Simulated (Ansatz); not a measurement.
Cu:

```
Cu
1.0
    -1.44279    1.44279    1.37608
     1.44279   -1.44279    1.37608
     1.44279    1.44279   -1.37608
Cu
1
Direct
  0.00000 0.00000 0.00000
```

This isn't the form of Cu at room conditions, which is fcc.

```yaml
Program: Ansatz 0.2.0
Task: relaxation of cell and atoms
Functional: revPBE
Potentials_or_basis: Ansatz PAW
Cutoff: "420 eV (not typed: the program's choice for these potentials)"
k_mesh: 13 × 13 × 13
Occupations: fermi-dirac, width 0.05 eV
Spin: no spin polarisation
```

At the start: volume 11.46 Å³/atom.

Q: Where does the relaxation end?

A: It ends after 10 steps and the volume is 12.34 Å³/atom (+7.7 %); space group I4/mmm (No. 139, to 0.05 Å).

Step by step:
```csv
step,energy change (eV),largest force (eV/Å),volume (Å³)
1,0.0000,0.0000,11.46
2,-0.0196,0.0000,11.85
3,-0.0272,0.0000,12.27
4,-0.0273,0.0000,12.33
5,-0.0273,0.0000,12.35
6,-0.0274,0.0000,12.36
7,-0.0274,0.0000,12.34
8,-0.0280,0.0000,12.34
9,-0.0280,0.0000,12.34
10,-0.0280,0.0000,12.34
```

Final structure:
```
Cu
1.0
    -1.48763    1.48763    1.39345
     1.48763   -1.48763    1.39345
     1.48763    1.48763   -1.39345
Cu
1
Direct
  0.00000 0.00000 0.00000
```

Caveat: the plane-wave basis is chosen anew once the cell has moved, so the energies of steps on either side of that aren't comparable; the PAW data sets come from PBE, with cores solved anew for the run's functional, which leaves a small shift of forces and pressure.
